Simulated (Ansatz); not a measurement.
## CaS4: balancing the decomposition

All numbers below come from Ansatz 0.2.0, DFT PBE, scalar-relativistic, plane waves, PAW. Settings: cutoff 420 eV, Γ-centred meshes spaced at most about 0.3 Å⁻¹, and about 0.25 Å⁻¹ or finer for metals (2π included), Gaussian smearing. No spin polarisation.

Energies over the elements count from the elements' standard structures at the same level, with no fitted energy shifts.

These are static total energies at zero pressure. A magnetic state wasn't ruled out in cells without spin, among them CaS4 Pm-3m. The reference form of S is held partly by dispersion forces, which this level lacks.

A trial structure of CaS4 (reached from: random cell; relaxed: space group Pm-3m (No. 221), a = 4.645 Å) has a formation energy of -0.374 eV/atom. It holds S–S bonds in all directions (shortest 2.32 Å). At its composition the lowest mixture among the elements and 1 reference phase computed alike (others may be missing) consists of these:

| phase | source | ΔE_f (eV/atom) |
| --- | --- | --- |
| S (solid) | element | -0.001 |
| CaS (Fm-3m) | textbook type | -2.171 |

The lowest database cell of S (-0.001) lies slightly below the reference, hence the non-zero entry.

Q: Write the balanced decomposition and find its energy per atom, per formula unit and per mole of formula units.

A: Balancing Ca and S gives CaS4 → 3 S + CaS. The left side holds 5 atoms, and the products take 3/5 (S) and 2/5 (CaS) of them. The mixture therefore lies at 3/5 × (-0.001) + 2/5 × (-2.171) = -0.869 eV/atom. The reaction energy is -0.869 − (-0.374) = -0.495 eV/atom. Times 5 atoms that is -2.475 eV per CaS4, and times 96.485 it is -239 kJ per mole of CaS4. Decomposition is downhill, so the trial structure is unstable against this mixture.
